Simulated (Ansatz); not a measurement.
Reaction (ligand exchange at the Al–C bond): `N[SiH2][CH2][AlH2]` + `N=C(N)O` → `N=C(O)[NH][AlH2]` + `C[SiH2]N`

Isolated molecules relaxed with PBE0-D4/def2-TZVP in Ansatz; ΔE leaves out vibrations. CCSD(T)/CBS adds triple-zeta CCSD(T) − MP2 to the extrapolated MP2 energy (def2 sets, frozen cores). DFT in def2-TZVPP. B3LYP here is the variant with VWN-RPA as its local correlation; programs differ in this. One conformer a species, not always the lowest.

`N[SiH2][CH2][AlH2]`:

Cartesian coordinates in Å:
```
N -2.297 0.269 0.306
Si -0.780 -0.534 0.160
C 0.573 0.667 -0.263
Al 2.374 -0.058 -0.123
H -2.637 0.832 -0.457
H -3.060 -0.201 0.766
H -0.743 -1.624 -0.866
H -0.541 -1.188 1.478
H 0.408 1.012 -1.291
H 0.478 1.525 0.413
H 3.068 -0.739 -1.379
H 3.158 0.039 1.254
```

`N=C(N)O`:

Cartesian coordinates in Å:
```
N -0.655 -0.005 -1.207
C 0.006 0.007 -0.124
N -0.149 -0.950 0.833
O 0.962 0.890 0.265
H -0.376 0.732 -1.845
H -0.967 -1.523 0.729
H 0.121 -0.708 1.770
H 1.058 1.557 -0.420
```

`N=C(O)[NH][AlH2]`:

```xyz
10

N     0.798   -1.236   -0.916
C    -0.182   -0.434   -0.850
O    -1.087   -0.414   -1.851
N    -0.508    0.480    0.127
Al    0.351    0.850    1.657
H     1.412   -1.165   -0.112
H    -0.783   -1.077   -2.484
H    -1.357    0.977   -0.107
H     1.671    0.053    1.988
H    -0.315    1.968    2.549
```

`C[SiH2]N`:

Cartesian coordinates in Å:
```
C -1.032 -0.481 0.813
Si 0.670 -0.041 0.170
N 0.729 0.738 -1.363
H -0.958 -0.970 1.789
H -1.546 -1.164 0.133
H -1.653 0.411 0.929
H 1.465 -1.294 0.051
H 1.318 0.877 1.147
H 0.553 0.222 -2.209
H 0.456 1.702 -1.461
```

**Question.** Is it downhill or uphill in electronic energy at CCSD(T)/CBS, and by how much? (Best estimate.)

**Answer.** Ansatz gave: Downhill: ΔE = -98.0 kJ/mol.

**Question.** What do these levels give: PBE-D4, PBE0-D4, ωB97M-V, B2PLYP, PBE, B3LYP, HF/def2-TZVPP, SCS-MP2/def2-TZVPP, CCSD(T)/def2-TZVPP, HF/def2-QZVPP, MP2/def2-QZVPP, SCS-MP2/def2-QZVPP? (An estimate is asked.)

**Answer.** The calculation gave: PBE-D4 -90.0, PBE0-D4 -90.5, ωB97M-V -95.2, B2PLYP -99.9, PBE -90.0, B3LYP -98.9, HF/def2-TZVPP -103.2, SCS-MP2/def2-TZVPP -100.3, CCSD(T)/def2-TZVPP -98.4, HF/def2-QZVPP -103.9, MP2/def2-QZVPP -98.5, SCS-MP2/def2-QZVPP -100.3 kJ/mol.

Largest T1 diagnostic among the species: 0.014.

In def2-TZVPP, CCSD(T) changes the Hartree–Fock value by +4.8 kJ/mol (the triples alone add +0.6 kJ/mol) and MP2 by +4.7 kJ/mol.
